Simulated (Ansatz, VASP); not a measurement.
## VH2: VASP beside Ansatz

```
CELL_PARAMETERS angstrom
0.00000 2.06870 2.06870
2.06870 0.00000 2.06870
2.06870 2.06870 0.00000
ATOMIC_POSITIONS crystal
V 0.00000 0.00000 0.00000
H 0.25000 0.25000 0.25000
H 0.75000 0.75000 0.75000
```

Alike in both runs: functional LDA; k mesh 18 × 18 × 18; occupations fermi-dirac, width 0.15 eV; no spin polarisation.

Ansatz relaxed the structure, and its values are those at the end. VASP's run is a single point on that final structure, the one shown.

|  | VASP | Ansatz |
| --- | --- | --- |
| version | VASP 6.6.1 | Ansatz 0.2.0 |
| potentials or method | VASP PAW LDA potentials, release 64 (V_sv, H) | scalar-relativistic, plane waves, PAW |
| plane-wave cutoff (eV) | 520 | 420 |
| valence electrons in the cell | 15 | 15 |

|  | VASP | Ansatz | Ansatz less VASP |
| --- | --- | --- | --- |
| gap on the k mesh at the Fermi level (eV) | none | none | - |
| pressure (GPa) | 0.4 | 0.0 | -0.37 |

A gap of «none» marks a metal or a gap that the smearing closes.
